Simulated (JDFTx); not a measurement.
**Co under changes of volume**

One of the cells (10.640 Å³/atom); the others are scaled copies at fixed shape and fractional positions:

```
Co
1.0
     2.47200    0.00000    0.00000
    -1.23600    2.14081    0.00000
     0.00000    0.00000    4.02114
Co
2
Direct
  0.66667 0.33333 0.75000
  0.33333 0.66667 0.25000
```

- Program: JDFTx 1.7.0 (patched build)
- Functional: PBEsol
- Potentials or basis: PseudoDojo-SR-PBEsol-0.4.1-standard with smoothed tails
- Cutoff: 1306 eV
- Density cutoff: 10449 eV
- k mesh: 12 × 12 × 7
- Occupations: fermi-dirac, width 0.05 eV
- Spin: collinear spin, ferromagnetic start
- Starting moments: [2.0, 2.0] μB

```csv
volume (Å³/atom),energy over the lowest point (meV/atom),pressure (GPa),moment (μB per cell)
10.002,?,?,?
10.215,1.39,3.5,3.10
10.427,0.00,-1.4,3.16
10.640,4.70,-5.8,3.21
10.853,14.94,-9.7,3.25
11.066,30.16,-13.3,3.29
11.279,49.84,-16.5,3.32
```

Question: What does the run at 10.002 Å³/atom give?

Answer: Energy over the lowest point 9.46 meV/atom; pressure 9.0 GPa; moment 3.04 μB per cell.

Worked out: A Birch-Murnaghan fit of order 3 (a polynomial in V^(-2/3)) to the other rows has its minimum at 10.37 Å³/atom with B0 = V·E''(V) = 231 GPa and B' = 4.1 at fixed shape and positions, which overstates the stiffness. It gives 9.60 meV/atom at 10.002 Å³/atom, against the run's 9.46, and -dE/dV = 8.9 GPa, against 9.0. A parabola through the other rows of the moment, of slope 0.318 μB per Å³/atom there, extrapolates to 3.04 μB, against the run's 3.04.

Energies are extrapolated to zero smearing.
